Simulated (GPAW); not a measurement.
Runs of GPAW 26.7.0 on MoS2. Symmetry: P6_3/mmc, No. 194, hexagonal system. The conventional cell has a = 3.169 Å, b = 3.169 Å, c = 12.324 Å, α = 90.00°, β = 90.00°, γ = 120.00°. Mo (site symmetry -6m2) is surrounded by 6 S at 2.41 Å. S (site symmetry 3m) has 3 Mo at 2.41 Å as nearest neighbours. 

```tsv
task	level	potentials or basis	k mesh	cutoff (eV)	smearing	response ecut	maxiter	response k mesh	response bands	kernels	mesh quality	gap on the mesh (eV)	pressure (GPa)	largest force (eV/Å)
dielectric tensor	PBE	GPAW PAW data sets (gpaw-data 1.2.1), pw	8 × 8 × 2	500	fermi-dirac 0.001 eV	80 eV	150	13 × 13 × 3	74	["RPA", "LR0.2", "Bootstrap"]	not flagged	0.97	-	-
single point	PBE	GPAW PAW data sets (gpaw-data 1.2.1), pw	8 × 8 × 2	500	fermi-dirac 0.05 eV	-	120	-	-	-	not flagged	0.97	(b)	0.06
single point	LDA	the program's PAW data sets (release 1.2.1) made for this functional, pw	8 × 8 × 2	450	fermi-dirac 0.05 eV	-	120	-	-	-	not flagged	0.90	-6.3	(a)
optical spectrum	LDA	the program's PAW data sets (release 1.2.1) made for this functional, pw	8 × 8 × 2	450	fermi-dirac 0.001 eV	50 eV	150	12 × 12 × 3	74	-	not flagged	0.90	-	-
one-shot levels on a semilocal density	r2SCAN	GPAW PAW data sets (gpaw-data 1.2.1), pw	5 × 5 × 1	500	fermi-dirac 0.001 eV	-	150	-	-	-	coarse	1.03	-	-
```

Alike in all rows: no spin polarisation; cell as given.

**Question.** Estimate the missing entries.

**Answer.** (a) 0.53; (b) 1.9.

Caveats: some runs use coarse meshes; an odd mesh through Γ misses points on the zone boundary, where band edges often lie (some runs); the long-wavelength limit can be off by several per cent where d states take part (some runs); this functional lacks dispersion, which binds the layers, so the pressure and a relaxed spacing across them are unreliable (some runs); the cutoff is short for stress and forces, so pressures can be off by a GPa or more (some runs); independent-particle spectra lack excitons (some runs); energy and the plain gap are those of the semilocal run (some runs); the hybrids' values are one shot on its orbitals and mesh (some runs).

A k mesh can miss the band edges, and the runs leave out spin-orbit coupling on Mo.
